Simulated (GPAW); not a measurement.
Set up this calculation in GPAW 26.7.0, as an ASE script.

```yaml
Task: equation of state
Functional: PBE
Potentials_or_basis: GPAW PAW data sets (gpaw-data 1.2.1)
Cutoff: 800 eV
Basis: pw
k_mesh: 5 × 5 × 4
Occupations: fermi-dirac, width 0.05 eV
Spin: no spin polarisation
Maxiter: 150
Eos_scales: "[0.94, 0.96, 0.98, 1.0, 1.02, 1.04, 1.06]"
```

Crystal: HfO2.

```
CELL_PARAMETERS angstrom
3.55802 0.00000 0.00000
0.00000 3.55802 0.00000
0.00000 0.00000 5.17186
ATOMIC_POSITIONS crystal
Hf 0.00000 0.00000 0.00000
Hf 0.50000 0.50000 0.50000
O 0.00000 0.50000 0.19721
O 0.50000 0.00000 0.30279
O 0.50000 0.00000 0.80279
O 0.00000 0.50000 0.69721
```

Measurements of this composition are mostly on another form, of space group No. 14.

One way to write it, as run:

run.py

```python
from ase import Atoms
from ase.eos import EquationOfState
from ase.io import Trajectory
from ase.units import GPa
from gpaw import GPAW, PW

atoms = Atoms(['Hf', 'Hf', 'O', 'O', 'O', 'O'],
              cell=[[3.55801933, 0.0, 0.0],
                    [0.0, 3.55801933, 0.0],
                    [0.0, 0.0, 5.17186121]],
              scaled_positions=[[0.0, 0.0, 0.0],
                                [0.5, 0.5, 0.5],
                                [0.0, 0.5, 0.19720788],
                                [0.5, 0.0, 0.30279212],
                                [0.5, 0.0, 0.80279212],
                                [0.0, 0.5, 0.69720788]],
              pbc=True)

traj = Trajectory('eos.traj', 'w')
volumes, energies = [], []
for x in [0.94, 0.96, 0.98, 1.0, 1.02, 1.04, 1.06]:
    a = atoms.copy()
    a.set_cell(atoms.cell * x**(1 / 3), scale_atoms=True)
    calc = GPAW(mode=PW(800),
                xc='PBE',
                kpts={'size': (5, 5, 4), 'gamma': True},
                occupations={'name': 'fermi-dirac', 'width': 0.05},
                nbands=43,
                convergence={'density': 1e-05, 'energy': 1e-05},
                maxiter=150,
                txt=f'eos-{x:.2f}.txt')
    a.calc = calc
    energies.append(a.get_potential_energy(force_consistent=True))
    volumes.append(a.get_volume())
    p = -a.get_stress()[:3].mean() / GPa
    calc.write(f'eos-{x:.2f}.gpw')
    traj.write(a)
    print(f'{x:.2f} {volumes[-1]:10.4f} A^3 {energies[-1]:14.6f} eV {p:9.3f} GPa', flush=True)

v0, e0, B = EquationOfState(volumes, energies, eos='birchmurnaghan').fit()
print(f'V0 = {v0:.4f} A^3, E0 = {e0:.6f} eV, B0 = {B / GPa:.2f} GPa')
```

Potentials or basis: GPAW PAW data sets (gpaw-data 1.2.1), pw.

Launch:

```bash
$ OMP_NUM_THREADS=1 python run.py
```

It gave:

The equilibrium volume is 11.36 Å³/atom, the bulk modulus at fixed shape and positions is 243 GPa and the pressure derivative of the bulk modulus is 4.3.

Caveat: the cell was scaled at fixed shape and fractional positions, which overstates the stiffness of a crystal with free parameters, most of all of layers and chains.

It took 4.9 min on 1 thread of Arm Neoverse V2 (shared host), peak memory 0.43 GiB.
